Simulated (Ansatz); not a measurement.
The cell below belongs to a search over invented structures; it isn't taken from experiment.

Input and command of a plane-wave DFT calculation in Ansatz:

```yaml
crystal:
  lattice:
    - [0.0046107909, -2.9702705426, 0.0090882939]
    - [3.0213461738, -0.0046107909, 0.0062530597]
    - [-1.4908594886, 1.455292578, 10.7333296239]
  atoms:
    - { symbol: Mg, position: [0.6414339718, 0.6345527353, 0.1958568732] }
    - { symbol: Mg, position: [-0.0112910182, -0.0224326551, 0.0046404208] }
    - { symbol: Mg, position: [0.4415230778, 0.4064761633, 0.8121511257] }
    - { symbol: Zn, position: [0.7898461544, 0.8259428412, 0.5996796091] }
    - { symbol: Zn, position: [0.2087892303, 0.1847178295, 0.4037442879] }
    - { symbol: O, position: [0.4717794718, 0.4750959699, 0.9960849063] }
    - { symbol: O, position: [0.9056156015, 0.8734013148, 0.7907465867] }
    - { symbol: O, position: [0.2577889359, 0.3259803226, 0.6052007329] }
    - { symbol: O, position: [0.6795745599, 0.7163506686, 0.385828176] }
    - { symbol: O, position: [0.1149400148, 0.0799148101, 0.2060672814] }
basis:
  ecutwfc: 420
kpoints:
  mp_grid: { grid: [4, 4, 4] }
hamiltonian:
  xc: pbe
scf:
  occupations: { method: gaussian, width: 0.1 }
  lower_state_search: "off"
output:
  forces: true
  stress: true
  eigenvalues: true
relax:
  adjacent_minimum: "off"
  f_tol: 0.025
  max_steps: 60
  cell: { stress_tol: 0.25 }
```

```bash
ansatz run input.yaml --threads 4 --pin off --max-ram 8192MiB --backend cpu --events-out ev --progress --plain --runs-dir out
```

Processor: Intel(R) Xeon(R) Processor @ 2.50GHz (Skylake/Cascade Lake), 4 threads, on a host shared with other jobs.

Q: How long does it run, and how much memory does it take?

A: About 77 s, peak memory 0.53 GiB. It solves 52 bands at 36 k points (after reduction by symmetry) with about 1887 plane waves (on the last cell), in 57 SCF iterations over 9 ionic steps.
